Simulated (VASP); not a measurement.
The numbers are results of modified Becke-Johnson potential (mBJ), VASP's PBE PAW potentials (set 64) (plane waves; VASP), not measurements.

A VASP calculation is set up with these files.

### KPOINTS
```
Regular mesh
0
Gamma
 6 6 6
```

POSCAR:
```
Li2O
1
    0.0000000000     2.3100000000     2.3100000000
    2.3100000000     0.0000000000     2.3100000000
    2.3100000000     2.3100000000     0.0000000000
Li O
2 1
Direct
  0.2500000000   0.2500000000   0.2500000000
  0.7500000000   0.7500000000   0.7500000000
  0.0000000000   0.0000000000   0.0000000000
```

### INCAR
```
! general
SYSTEM =Li2O
PREC   =Accurate
ENCUT  =520   ! plane-wave cut-off (eV)
LREAL  =F
LASPH  =T   ! aspherical one-centre terms

! electronic loop
EDIFF  =1E-6   ! SCF stop (eV)
NELM   =200
ALGO   =Normal
LMIXTAU=T

! smearing
ISMEAR =0
SIGMA  =0.05

! functional
METAGGA=MBJ

! ions
ISIF   =0

! output
LWAVE  =F
LCHARG =F
```

KPOINTS_OPT:
```
k-points along high-symmetry lines
11
Line-mode
Reciprocal
  0.000000   0.000000   0.000000 ! GAMMA
  0.500000   0.000000   0.500000 ! X

  0.500000   0.000000   0.500000 ! X
  0.625000   0.250000   0.625000 ! U

  0.375000   0.375000   0.750000 ! K
  0.000000   0.000000   0.000000 ! GAMMA

  0.000000   0.000000   0.000000 ! GAMMA
  0.500000   0.500000   0.500000 ! L

  0.500000   0.500000   0.500000 ! L
  0.500000   0.250000   0.750000 ! W

  0.500000   0.250000   0.750000 ! W
  0.500000   0.000000   0.500000 ! X
```

POTCAR, in this order: Li_sv O (PBE.64 set). Program: vasp_std. Read from the step before: WAVECAR.

Output of the run:

File OSZICAR:
```
       N       E                     dE             d eps       ncg     rms          rms(c)
DAV:   1     0.395373817733E+01    0.39537E+01   -0.16012E+00   328   0.150E+01    0.862E-01
DAV:   2     0.306148953223E+01   -0.89225E+00   -0.74083E+00   448   0.272E+01    0.258E+00
DAV:   3     0.273140817044E+01   -0.33008E+00   -0.25033E-01   362   0.567E+00    0.295E+00
DAV:   4     0.265819410702E+01   -0.73214E-01   -0.83088E-03   448   0.982E-01    0.304E+00
DAV:   5     0.717640522066E+01    0.45182E+01   -0.22067E+00   360   0.141E+01    0.326E+00
DAV:   6     0.562807525367E+01   -0.15483E+01   -0.20321E+00   320   0.166E+01    0.133E+00
DAV:   7     0.723281246567E+01    0.16047E+01   -0.16767E-01   320   0.550E+00    0.127E+00
DAV:   8     0.628323519563E+01   -0.94958E+00   -0.11387E-01   320   0.385E+00    0.909E-01
DAV:   9     0.651102241015E+01    0.22779E+00   -0.33876E-02   338   0.183E+00    0.697E-01
DAV:  10     0.607359963964E+01   -0.43742E+00   -0.19376E-01   320   0.369E+00    0.498E-01
DAV:  11     0.642248474303E+01    0.34889E+00   -0.13775E-02   360   0.125E+00    0.224E-01
DAV:  12     0.678261105519E+01    0.36013E+00   -0.12169E-02   332   0.104E+00    0.117E-01
DAV:  13     0.676952515757E+01   -0.13086E-01   -0.69239E-03   460   0.870E-01    0.129E-01
DAV:  14     0.680752284463E+01    0.37998E-01   -0.40398E-04   358   0.238E-01    0.907E-02
DAV:  15     0.690345230768E+01    0.95929E-01   -0.21600E-04   376   0.152E-01    0.325E-02
DAV:  16     0.692769437831E+01    0.24242E-01   -0.35390E-04   384   0.198E-01    0.288E-02
DAV:  17     0.695997315810E+01    0.32279E-01   -0.11967E-04   356   0.104E-01    0.155E-02
DAV:  18     0.696713623666E+01    0.71631E-02   -0.73198E-05   378   0.924E-02    0.157E-02
DAV:  19     0.697259505103E+01    0.54588E-02   -0.91013E-06   364   0.353E-02    0.127E-02
DAV:  20     0.698160405244E+01    0.90090E-02   -0.58884E-06   374   0.262E-02    0.594E-03
DAV:  21     0.698575767230E+01    0.41536E-02   -0.25554E-06   314   0.177E-02    0.430E-03
DAV:  22     0.699150217300E+01    0.57445E-02   -0.64818E-07   178   0.990E-03    0.114E-03
DAV:  23     0.699267120792E+01    0.11690E-02   -0.11937E-06   172   0.132E-02    0.857E-04
DAV:  24     0.699345791303E+01    0.78671E-03   -0.43550E-07   178   0.786E-03    0.419E-04
DAV:  25     0.699414293306E+01    0.68502E-03   -0.21168E-07   168   0.483E-03    0.104E-04
DAV:  26     0.699431872524E+01    0.17579E-03   -0.11368E-07   166   0.342E-03    0.484E-05
DAV:  27     0.699436838518E+01    0.49660E-04   -0.48414E-08   166   0.210E-03    0.116E-04
DAV:  28     0.699437805842E+01    0.96732E-05   -0.19825E-08   160   0.125E-03    0.161E-04
DAV:  29     0.699437590775E+01   -0.21507E-05   -0.78622E-09   160   0.758E-04    0.211E-04
DAV:  30     0.699443532349E+01    0.59416E-04   -0.30675E-09   160   0.495E-04    0.181E-04
DAV:  31     0.699444342448E+01    0.81010E-05   -0.13167E-09   160   0.378E-04    0.160E-04
DAV:  32     0.699447832743E+01    0.34903E-04   -0.45343E-10   160   0.238E-04    0.107E-04
DAV:  33     0.699449577401E+01    0.17447E-04   -0.14748E-10   160   0.154E-04    0.719E-05
DAV:  34     0.699452800726E+01    0.32233E-04   -0.10116E-10   160   0.105E-04    0.319E-05
DAV:  35     0.699453513031E+01    0.71231E-05   -0.44129E-11   160   0.738E-05    0.179E-05
DAV:  36     0.699454809867E+01    0.12968E-04   -0.18765E-11   160   0.410E-05    0.591E-06
DAV:  37     0.699454951438E+01    0.14157E-05   -0.74484E-12   160   0.284E-05    0.398E-06
DAV:  38     0.699455094482E+01    0.14304E-05   -0.89975E-13   160   0.158E-05    0.340E-06
DAV:  39     0.699455412623E+01    0.31814E-05   -0.13683E-12   160   0.123E-05    0.178E-06
DAV:  40     0.699455453195E+01    0.40571E-06   -0.45677E-12   160   0.100E-05
   1 F= 0.69945545E+01 E0= 0.69945545E+01  d E =-.292524E-31
       N       E                     dE             ncg
       N       E                     dE             ncg
       N       E                     dE             ncg
       N       E                     dE             ncg
       N       E                     dE             ncg
```

**OUTCAR**
```
------------------------ aborting loop because EDIFF is reached ----------------------------------------
  volume of cell :       24.65
      direct lattice vectors                 reciprocal lattice vectors
     0.000000000  2.310000000  2.310000000    -0.216450216  0.216450216  0.216450216
     2.310000000  0.000000000  2.310000000     0.216450216 -0.216450216  0.216450216
     2.310000000  2.310000000  0.000000000     0.216450216  0.216450216 -0.216450216
 POSITION                                       TOTAL-FORCE (eV/Angst)
 -----------------------------------------------------------------------------------
      1.15500      1.15500      1.15500        -0.000000     -0.000000     -0.000000
      3.46500      3.46500      3.46500         0.000000      0.000000      0.000000
      0.00000      0.00000      0.00000         0.000000     -0.000000      0.000000
 -----------------------------------------------------------------------------------
    total drift:                               -0.000000      0.000000      0.000000
  FREE ENERGIE OF THE ION-ELECTRON SYSTEM (eV)
  ---------------------------------------------------
  free  energy   TOTEN  =         6.9945545319 eV

  energy  without entropy=        6.9945545319  energy(sigma->0) =        6.99455453

     CMBJ =    1.0000

     CMBJA=   -0.0120

     CMBJB=    1.0230

     CMBJE=    0.5000

    CMBJ =    1.4218
```
(Selected blocks of OUTCAR.)

File OUTCAR:
```
 val. band max:        2.2364391474   @ k =   0.0000   0.0000   0.0000

 cond. band min:       9.7705101640   @ k =   0.0000   0.0000   0.0000


 Fermi energy:         2.6386516277

 k-point     1 :       0.0000    0.0000    0.0000
  band No.  band energies     occupation
      1     -43.7826      2.00000
      2     -43.5745      2.00000
      3     -14.4592      2.00000
      4       2.2362      2.00000
      5       2.2362      2.00000
      6       2.2364      2.00000
      7       9.7705      0.00000
      8      16.9614      0.00000
      9      16.9614      0.00000
     10      16.9647      0.00000

 k-point     2 :       0.1667    0.0000    0.0000
  band No.  band energies     occupation
      1     -43.7665      2.00000
      2     -43.5872      2.00000
      3     -14.4181      2.00000
      4       1.6132      2.00000
      5       2.1429      2.00000
      6       2.1432      2.00000
      7      10.4517      0.00000
      8      16.8917      0.00000
      9      17.2956      0.00000
     10      17.2981      0.00000

 k-point     3 :       0.3333    0.0000    0.0000
  band No.  band energies     occupation
      1     -43.7246      2.00000
      2     -43.6217      2.00000
      3     -14.3284      2.00000
      4       0.5438      2.00000
      5       1.9671      2.00000
      6       1.9675      2.00000
      7      12.0766      0.00000
      8      16.0320      0.00000
      9      17.2744      0.00000
     10      17.2762      0.00000

 k-point     4 :       0.5000    0.0000    0.0000
  band No.  band energies     occupation
      1     -43.6715      2.00000
      2     -43.6707      2.00000
      3     -14.2812      2.00000
      4       0.0677      2.00000
      5       1.8845      2.00000
      6       1.8849      2.00000
      7      13.9725      0.00000
      8      14.3391      0.00000
      9      16.9785      0.00000
     10      16.9802      0.00000

 k-point     5 :       0.1667    0.1667    0.0000
...
```

mBJ is a potential without an energy functional, so only the levels count.

The compound is Li2O in the antifluorite structure. The cell was not relaxed at this level. The cell's shape comes from a PBE relaxation.
